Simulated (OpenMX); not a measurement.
Crystal: MnO.

```
Mn O
1.0
     0.00000    2.22391    2.22391
     2.22391    0.00000    2.22391
     2.22391    2.22391    0.00000
Mn O
1 1
Cartesian
  0.0000 0.0000 0.0000
  2.2239 2.2239 2.2239
```

The cell is a database's computed one.

Base run:

* Program: OpenMX 3.8.5
* Functional: PBE
* Potentials or basis: OpenMX 2013 PBE set, Mn6.0-s3p2d2, O6.0-s2p2d1, grid cutoff 400 Ry
* k mesh: 7 × 7 × 7
* Occupations: fermi-dirac, width 0.05 eV
* Spin: collinear spin, ferromagnetic start
* Starting moments: [4.0, 0.0] μB
* Hubbard terms: Mn U = 0 eV

Its results: band gap on the k mesh none (metal or under the smearing width); net moment 4.73 μB per cell; site moments Mn +4.50; O +0.23 μB.

Task: The run is repeated on the same cell with these changes: hubbard terms from Mn U = 0 eV to Mn U = 6 eV. What comes out?

Result: Band gap on the k mesh 0.95 eV, indirect (least direct gap 2.75 eV); net moment 5.00 μB per cell; site moments Mn +4.98; O +0.02 μB.

Caveats: the basis of atomic orbitals isn't converged, which shifts pressures, moduli and gaps; a cell with one magnetic atom can't hold antiferromagnetic order, which such compounds often take; U acts on the first radial function of the shell alone, so its value doesn't carry over to other programs (some runs); an odd mesh through Γ misses points on the zone boundary, where band edges often lie (some runs).
